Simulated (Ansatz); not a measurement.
# ZrS2: the cost of one run

Computed with Ansatz 0.2.0 (DFT LDA, scalar-relativistic, plane waves, PAW, unless a step's input says otherwise).

5 further runs of the same task are left out: 1 that didn't finish, 4 set aside as unsound or not needed.

## Step 1: Starting point

It takes space group P-3m1 (No. 164, trigonal). Conventional cell: a = 3.595 Å, b = 3.595 Å, c = 5.652 Å, α = 90.00°, β = 90.00°, γ = 120.00°. Zr (site symmetry -3m) has 6 S at 2.53 Å as nearest neighbours. S (site symmetry 3m) has 3 Zr at 2.53 Å as nearest neighbours.

Structure file:

```
CELL_PARAMETERS angstrom
3.59506 0.00000 0.00000
-1.79753 3.11341 0.00000
0.00000 0.00000 5.65194
ATOMIC_POSITIONS crystal
Zr 0.00000 0.00000 0.00000
S 0.33333 0.66667 0.25687
S 0.66667 0.33333 0.74313
```

This cell was relaxed beforehand with the same method: volume 21.09 Å³/atom, gap on the mesh 0.46 eV.

## Step 2: The cell under 20 GPa

What is minimised here is the enthalpy; the energy can go up as the cell is squeezed.

The input, input.yaml:

```yaml
crystal:
  lattice:
    - [3.5950567026, 0.0, 0.0]
    - [-1.7975283513, 3.1134104325, 0.0]
    - [0.0, 0.0, 5.6519435442]
  atoms:
    - { symbol: Zr, position: [0.0, 0.0, 0.0] }
    - { symbol: S, position: [0.3333333333, 0.6666666667, 0.2568700789] }
    - { symbol: S, position: [0.6666666667, 0.3333333333, 0.7431299211] }
basis:
  ecutwfc: 420
kpoints:
  mp_grid: { grid: [12, 12, 6] }
hamiltonian:
  xc: lda
scf:
  occupations: { method: fixed }
output:
  forces: true
  stress: true
  eigenvalues: true
relax:
  adjacent_minimum: "off"
  f_tol: 0.001
  max_steps: 60
  cell: { stress_tol: 0.02, p_target: 20.0 }
```

On the command line:

```
ansatz run input.yaml --threads 1 --pin off --max-ram 3072MiB --backend cpu --events-out ev --progress --plain --runs-dir out
```

What time and memory should one allow on 1 thread of Intel Xeon Platinum 8488C (Sapphire Rapids), shared host?

About 47 s, with a peak of 0.44 GiB.
